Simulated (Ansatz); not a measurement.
# TiO2 (C2/m) in Ansatz: single point with PBE

Aim: the single point of TiO2 with PBE.

All numbers are computed with Ansatz 0.2.0; they aren't measurements. Logs are shortened: lines on timing, memory, paths and dates and some standing lists are left out, and cuts for length are marked.

## (1) The cell of the first run

The structure is monoclinic, space group C2/m (No. 12). The conventional cell has a = 12.307 Å, b = 3.767 Å, c = 6.495 Å, α = 90.00°, β = 107.27°, γ = 90.00°. Ti (site symmetry m) is surrounded by 4 O at 1.83 to 1.94 Å. Ti (site symmetry m) has 4 O at 1.75 to 1.96 Å as nearest neighbours. Around O (site symmetry m) lie 3 Ti at 1.94 to 2.03 Å. O (site symmetry m) is surrounded by 3 Ti at 1.96 to 2.15 Å. O (site symmetry m) has 2 Ti at 1.75 to 1.83 Å as nearest neighbours. O (site symmetry m) has 3 Ti at 1.86 to 2.12 Å as nearest neighbours.

The cell comes from a database or a generator and needn't be the stable form of this composition.

## (2) Single point, PBE (strained by -2 %)

input.yaml reads:

```yaml
crystal:
  lattice:
    - [6.1535771931, -1.8834685, 0.0]
    - [6.1535771931, 1.8834685, 0.0]
    - [-1.9283261078, 0.0, 6.2023875339]
  atoms:
    - { symbol: Ti, position: [0.900071, 0.900071, 0.289602] }
    - { symbol: Ti, position: [0.195286, 0.195286, 0.283762] }
    - { symbol: Ti, position: [0.099929, 0.099929, 0.710398] }
    - { symbol: Ti, position: [0.804714, 0.804714, 0.716238] }
    - { symbol: O, position: [0.361931, 0.361931, 0.293397] }
    - { symbol: O, position: [0.2634885, 0.2634885, 0.6525] }
    - { symbol: O, position: [0.8671885, 0.8671885, 0.995291] }
    - { symbol: O, position: [0.7365115, 0.7365115, 0.3475] }
    - { symbol: O, position: [0.9416475, 0.9416475, 0.630021] }
    - { symbol: O, position: [0.1328115, 0.1328115, 0.004709] }
    - { symbol: O, position: [0.638069, 0.638069, 0.706603] }
    - { symbol: O, position: [0.0583525, 0.0583525, 0.369979] }
hamiltonian:
  xc: pbe
  pseudopotentials: { kind: paw }
kpoints:
  mp_grid: { grid: [6, 6, 3] }
scf:
  occupations: { method: fermi_dirac, width: 0.05 }
output:
  forces: true
  stress: true
  eigenvalues: true
```

Potentials or basis: Ansatz PAW.

Started as:

```console
> ansatz run input.yaml --threads 4 --pin off --max-ram 11264MiB --backend cpu --events-out ev --progress --plain --runs-dir out
```

What it wrote:

```text
Warning: RAYON_NUM_THREADS=4 ignored (pool sized by the plan → 4); use --threads N
Engine: ansatz 0.2.0, aarch64-unknown-linux-gnu
Pseudopotentials: kind: paw
Pseudopotential: Ti, paw, valence charge 12, recommended cutoff 420 eV (normal), Ti.paw.azcp
Pseudopotential: O, paw, valence charge 6, recommended cutoff 420 eV (normal), O.paw.azcp
Functional definition: PBE
  parameter kappa = 0.804
  parameter beta = 0.06672455060314922
  exchange = pbe_x(kappa = kappa, mu = beta*pi^2/3)
  correlation = pbe_c(beta = beta)
Crystal: 12 atoms, lattice volume = 143.772 Å³
Basis set: ecut = 420 eV, 2807 PW (Γ), exchange–correlation on 90×90×90 points (8 copies of the dense FFT grid, shifted against one another)
Bands: 60, of which v1, the nominal top of the filled ones, is band 48 counted from 1 (47 counted from 0)
Symmetry: 4 space group operations
Space group: C2/m (ITA 12), of the structure as read, at distance tolerance 5.2e-5 Å
k-points: 34 of 108
Non-local potential: Ti, projectors of the file, l = 0: 3, l = 1: 2, l = 2: 3, l = 3: 1
Non-local potential: O, projectors of the file, l = 0: 2, l = 1: 2, l = 2: 1
PAW form: soft (Blöchl's): semilocal exchange-correlation on the pseudo side does not see the compensation charge
PAW one-centre angular grid: Ti, 590 points (default); XC on 64 Gauss nodes
PAW one-centre angular grid: O, 110 points (default); XC on 64 Gauss nodes
Initial density: superposition of atomic densities (neutral atoms: chi_scale 0, normalization atom), corrected by the library's trained network
Initial wavefunctions: pseudopotential atomic-orbital guess
Functional: x = pbe(κ = 0.804, μ = 0.2195149727645171), c = pbe(β = 0.06672455060314922)
SCF iter   1: F=—  HF=-14555.001720 eV  |F-HF|=—  |Δ(HF+E_count)|=         —  Δρ=4.60e-3  dr2=2.33e-2  ethr=1.77e-3  ⟨swp⟩=5.0  Hψ=7789  notcnv=0
preconditioner: auto → Resta (q_TF=auto, 2.551 Å⁻¹)  ε∞=7.5  [insulator: Δε(μ)=2.804 eV  Ē_g=9.738 eV  σ=0.050 eV  W_gap=1.00  n_scr=38 (ndim 8)  ℏωp=24.8 eV  f_vac=0.129  D(μ)=0.00/eV (n_scr^D=0)  ε∞_Penn≈7.5]
SCF iter   2: F=—  HF=-14555.000774 eV  |F-HF|=—  |Δ(HF+E_count)|=   9.46e-4  Δρ=2.58e-3  dr2=5.89e-3  ethr=2.43e-5  ⟨swp⟩=2.4  Hψ=3563  notcnv=0  defer=171
SCF iter   3: F=—  HF=-14555.000575 eV  |F-HF|=—  |Δ(HF+E_count)|=   1.99e-4  Δρ=1.29e-3  dr2=2.00e-3  ethr=6.14e-6  ⟨swp⟩=2.0  Hψ=2892  notcnv=0  defer=137
automatic band count: iteration 3 solves 59 bands in place of 60: the levels show a gap, and the empty bands left out lie too high to hold charge; the band table lists the bands solved (type scf.n_extra_bands for more)
SCF iter   4: F=—  HF=-14555.000711 eV  |F-HF|=—  |Δ(HF+E_count)|=   1.36e-4  Δρ=3.43e-4  dr2=2.66e-4  ethr=2.08e-6  ⟨swp⟩=2.0  Hψ=2541  notcnv=0  defer=137
SCF iter   5: F=—  HF=-14555.000740 eV  |F-HF|=—  |Δ(HF+E_count)|=   2.88e-5  Δρ=1.78e-4  dr2=7.52e-5  ethr=2.77e-7  ⟨swp⟩=2.0  Hψ=2679  notcnv=0  defer=137
SCF iter   6: F=—  HF=-14555.001002 eV  |F-HF|=—  |Δ(HF+E_count)|=   2.63e-4  Δρ=6.07e-5  dr2=1.09e-5  ethr=7.83e-8  ⟨swp⟩=2.0  Hψ=2678  notcnv=0  defer=137
SCF iter   7: F=—  HF=-14555.001010 eV  |F-HF|=—  |Δ(HF+E_count)|=   8.16e-6  Δρ=4.39e-5  dr2=2.81e-6  ethr=1.14e-8  ⟨swp⟩=2.0  Hψ=2691  notcnv=0  defer=137
SCF iter   8: F=—  HF=-14555.001012 eV  |F-HF|=—  |Δ(HF+E_count)|=   1.48e-6  Δρ=2.47e-5  dr2=9.96e-7  ethr=2.92e-9  ⟨swp⟩=2.0  Hψ=2932  notcnv=0  defer=137
SCF iter   9: F=-14555.001012 eV  HF=-14555.001012 eV  |F-HF|=9.07e-8  |Δ(HF+E_count)|=   1.54e-7  Δρ=5.91e-6  dr2=7.94e-8  ethr=1.04e-10  ⟨swp⟩=8.1  Hψ=8660  notcnv=0
SCF 1 converged in 9 iterations: F = -14555.001012 eV  dr2 = 7.94e-8
SCF converged after 9 iterations
Free energy (F): -14555.001012 eV
Harris-Foulkes:  -14555.001012 eV  (|F-HF|=9.07e-8)
Internal energy: -14555.001012 eV  (E = F + TS)
E sigma→0 (E₀):  -14555.001012 eV
Fermi energy:    7.863224 eV
--- Per-component energies (eV) ---
  E_band       = -973.843039
  E_kinetic    = 2494.120289
  E_local      = -7918.140504  (includes V_loc(G=0)·N_el)
  E_nonlocal   = 394.537738
  E_hartree    = 3127.961015
  E_xc         = -984.595145
  E_vxc        = -1246.719633  (∫ρ·V_xc dr)
  E_paw        = -5445.270670  (= ΣΔE_a)
  E_vpaw       = -953.577920  (= ΣTr[D̂ρ^β])
  E_aug_tail   = 0.020233  (compensation charges beyond the density's cutoff)
  E_ewald      = -6223.633969
  E_smearing   = -0.000000  (= −TS)
  E_closure    = 0.000000  (closes the sum)
  Σ components = -14555.001012   (vs F -14555.001012, Δ=0.00e0)
--- Forces (eV/Å), atoms counted from 1 ---
  atom   1  Ti    -0.13469142     0.00000000     0.54412599
  atom   2  Ti     0.17213374     0.00000000     0.76302603
  atom   3  Ti     0.13469142    -0.00000000    -0.54412599
  atom   4  Ti    -0.17213374    -0.00000000    -0.76302603
  atom   5  O     -0.02261094    -0.00000000    -0.06308754
  atom   6  O      0.02969326     0.00000000     0.14332960
  atom   7  O      0.15136234     0.00000000     0.16279205
  atom   8  O     -0.02969326    -0.00000000    -0.14332960
  atom   9  O      0.00013896     0.00000000     0.18643311
  atom  10  O     -0.15136234    -0.00000000    -0.16279205
  atom  11  O      0.02261094     0.00000000     0.06308754
  atom  12  O     -0.00013896    -0.00000000    -0.18643311
  max |Σ_I F_I| component: 1.81e-17 eV/Å
--- Stress (GPa, compression-positive) ---
        0.638795       0.000000       0.154545
        0.000000       0.034682       0.000000
        0.154545       0.000000       9.021805
  P = ⅓ Tr σ = 3.2318 GPa (32.318 kbar)
--- Band table (eV; the first three rows and the last of 34) ---
  k-point 0: bands = ["-49.6276", "-49.6134", "-49.5347", "-49.5272", "-26.0895", "-26.0135", "-26.0107", "-25.9372", "-25.8661", "-25.8399", "-25.8347", "-25.8321", "-25.7569", "-25.7536", "-25.7421", "-25.7359", "-11.0097", "-10.2348", "-9.8905", "-9.7656", "-9.6880", "-9.5682", "-9.4699", "-9.3775", "2.2116", "2.3232", "2.5676", "2.6385", "2.8434", "3.0243", "3.2906", "3.3003", "3.6204", "3.9069", "4.2954", "4.5182", "4.5711", "4.9046", "4.9833", "5.0416", "5.1053", "5.2317", "5.5044", "5.6005", "5.6498", "5.6995", "6.1095", "6.2510", "9.2366", "9.5542", "9.7808", "9.8143", "9.8914", "10.3283", "10.8983", "11.0629", "11.1125", "11.1998", "11.3895"]
  k-point 1: bands = ["-49.6271", "-49.6138", "-49.5352", "-49.5269", "-26.0757", "-26.0138", "-25.9930", "-25.9276", "-25.8930", "-25.8555", "-25.8347", "-25.8312", "-25.7596", "-25.7563", "-25.7391", "-25.7341", "-10.9153", "-10.2704", "-9.9933", "-9.7487", "-9.6831", "-9.5555", "-9.4826", "-9.3653", "2.2156", "2.2806", "2.4313", "2.5532", "2.9744", "3.1913", "3.2856", "3.5051", "3.7015", "3.7376", "4.3935", "4.5046", "4.6872", "4.6919", "4.8206", "5.1114", "5.2716", "5.3178", "5.4284", "5.4838", "5.7690", "5.7724", "5.9697", "6.0518", "9.3140", "9.6235", "9.7730", "9.8150", "9.9206", "10.2310", "10.7551", "11.0000", "11.0015", "11.2018", "11.5883"]
  k-point 2: bands = ["-49.6265", "-49.6127", "-49.5340", "-49.5275", "-26.0847", "-26.0171", "-26.0040", "-25.9386", "-25.8742", "-25.8649", "-25.8550", "-25.8399", "-25.7677", "-25.7520", "-25.7515", "-25.7385", "-10.8578", "-10.1007", "-9.8371", "-9.7500", "-9.6103", "-9.5066", "-9.4539", "-9.3731", "2.2058", "2.2556", "2.4109", "2.6404", "2.8119", "2.8856", "3.0467", "3.2510", "3.6339", "3.7944", "3.9440", "4.4330", "4.5821", "4.7471", "4.8354", "4.9644", "5.0026", "5.2537", "5.3124", "5.5064", "5.8204", "5.8902", "6.1951", "6.2951", "9.4920", "9.6512", "9.6950", "9.8360", "9.9704", "10.1577", "10.7630", "10.7667", "10.9241", "10.9758", "11.1717"]
  k-point 33: bands = ["-49.6258", "-49.6144", "-49.5355", "-49.5273", "-26.0624", "-25.9877", "-25.9474", "-25.9289", "-25.9042", "-25.8608", "-25.8419", "-25.8263", "-25.7907", "-25.7792", "-25.7565", "-25.7315", "-10.7158", "-10.3660", "-9.9235", "-9.8359", "-9.7363", "-9.5885", "-9.4703", "-9.4008", "2.3425", "2.4405", "2.5970", "2.6318", "2.7996", "2.9522", "3.1381", "3.3252", "3.9203", "4.0044", "4.3385", "4.3586", "4.6005", "4.7010", "4.8985", "5.1584", "5.1599", "5.2235", "5.2997", "5.4034", "5.5413", "6.0031", "6.0849", "6.3266", "9.4463", "9.5297", "9.8265", "9.8701", "9.9486", "10.0593", "10.8052", "10.9698", "11.1199", "11.1688", "11.5828"]
```

Wall time 4.9 s (4 threads of Arm Neoverse V2, shared host); peak memory 0.66 GiB.

Results:

| Quantity | Value |
| --- | --- |
| Free energy | -14555.0010 eV |
| Pressure | 3.2 GPa |
| Largest force | 0.782 eV/Å |
| Band gap on the k mesh | 2.85 eV, indirect (least direct gap 2.98 eV) |

Forces in eV/Å, atoms in the order of the input:
```
Ti  -0.135  0.000  0.544
Ti   0.172  0.000  0.763
Ti   0.135  0.000 -0.544
Ti  -0.172  0.000 -0.763
O   -0.023  0.000 -0.063
O    0.030  0.000  0.143
O    0.151  0.000  0.163
O   -0.030  0.000 -0.143
O    0.000  0.000  0.186
O   -0.151  0.000 -0.163
O    0.023  0.000  0.063
O    0.000  0.000 -0.186
```

Levels at points of the mesh, in eV from the valence-band top:
| k point | band 45 | band 46 | band 47 | band 48 | band 49 | band 50 | band 51 | band 52 |
| --- | --- | --- | --- | --- | --- | --- | --- | --- |
| (0.00, 0.00, 0.00) | -0.74 | -0.69 | -0.28 | -0.14 | 2.85 | 3.16 | 3.39 | 3.42 |
| (0.00, -0.50, 0.00) | -0.83 | -0.42 | -0.19 | -0.09 | 3.21 | 3.25 | 3.69 | 3.74 |
| (-0.50, -0.50, 0.00) | -0.83 | -0.55 | -0.31 | -0.07 | 2.97 | 3.03 | 3.50 | 3.62 |

Caveat: odd divisions of the mesh miss points on the zone boundary, where band edges often lie, so the gap on the mesh can be too wide; the pressure holds a Pulay correction of +0.7 GPa for the finite cutoff. A k mesh can miss the band edges.
